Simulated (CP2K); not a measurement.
## Nb under changes of volume

One of the cells (18.428 Å³/atom); the others are scaled copies at fixed shape and fractional positions:

```
Nb
1.0
     2.88205    0.00000    0.00000
    -0.96068    2.71722    0.00000
    -0.96068   -1.35861    2.35318
Nb
1
Direct
  0.00000 0.00000 0.00000
```

```yaml
Program: CP2K 2026.2
Functional: PBEsol
Potentials_or_basis: POTENTIAL_UZH Nb GTH-PBE-q13; TZVP-MOLOPT-PBE-GTH basis
Density_cutoff: 6123 eV
k_mesh: 11 × 11 × 11
Occupations: fermi-dirac, width 0.05 eV
Spin: no spin polarisation
```

```csv
volume (Å³/atom),energy over the lowest point (meV/atom),pressure (GPa)
17.322,5.52,4.4
17.691,0.00,0.5
18.060,2.97,-3.1
18.428,?,?
18.797,31.72,-9.4
19.165,56.37,-12.2
19.534,87.16,-14.7
```

Question: What does the run at 18.428 Å³/atom give?

Answer: Energy over the lowest point 13.74 meV/atom; pressure -6.4 GPa.

Worked out: A Birch-Murnaghan fit of order 3 (a polynomial in V^(-2/3)) to the other rows has its minimum at 17.74 Å³/atom with B0 = V·E''(V) = 175 GPa and B' = 2.9. It gives 13.73 meV/atom at 18.428 Å³/atom, against the run's 13.74, and -dE/dV = -6.3 GPa, against -6.4.

Energies are extrapolated to zero smearing.

Caveats: the potentials were made for another functional, which shifts forces and pressure; the basis of atomic orbitals isn't converged, which shifts pressures, moduli and gaps.
